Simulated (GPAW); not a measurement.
Runs of GPAW 26.7.0 on MnS. It takes space group P6_3mc (No. 186, hexagonal). The conventional cell has a = 3.954 Å, b = 3.954 Å, c = 6.343 Å, α = 90.00°, β = 90.00°, γ = 120.00°. Mn (site symmetry 3m) has 4 S at 2.36 to 2.42 Å as nearest neighbours. S (site symmetry 3m) is surrounded by 4 Mn at 2.36 to 2.42 Å. The cell is a database's computed one.

| task | level | potentials or basis | U | cutoff (eV) | maxiter | band path | band points | other keys | gap on the mesh (eV) | pressure (GPa) | moment (μB) | largest force (eV/Å) |
| --- | --- | --- | --- | --- | --- | --- | --- | --- | --- | --- | --- | --- |
| band structure | PBE | PAW data sets generated in the run's folder for this functional, pw | - | 600 | 150 | GMKGALHA,LM,KH | 80 | - | - | 2.9 | 9.82 | 0.30 |
| band structure | LDA | the program's PAW data sets (release 1.2.1) made for this functional, pw | - | 600 | 150 | GMKGALHA,LM,KH | 60 | - | - | (b) | 9.51 | 0.22 |
| band structure | PW91 | PAW data sets generated in the run's folder for this functional, pw | - | 600 | 150 | GMKGALHA,LM,KH | 60 | - | - | (c) | 9.80 | 0.30 |
| band structure | PBE+U | GPAW PAW data sets (gpaw-data 1.2.1), pw | Mn d U = 1 eV | 600 | 150 | GMKGALHA,LM,KH | 100 | - | 0.22 | 4.9 | 9.99 | (a) |
| single point | PBE | GPAW PAW data sets (gpaw-data 1.2.1), pw | - | 1200 | 60 | - | - | several, not listed | none | 2.9 | 9.82 | 0.30 |

Alike in all rows: spin collinear, ferromagnetic start; cell as given; k mesh 5 × 5 × 3; smearing fermi-dirac 0.05 eV; the mesh is coarse, so values aren't converged.

Q: Estimate the missing entries.

A: (a) 0.32; (b) -4.3; (c) 2.5.

Caveats: some runs use coarse meshes; only a ferromagnetic start was run, and an antiferromagnetic order may lie lower in energy; semilocal functionals often make such compounds metallic where correlation or magnetic order opens a gap, which also shifts bond lengths (some runs).

A gap of «none» marks a metal or a gap under the smearing width.
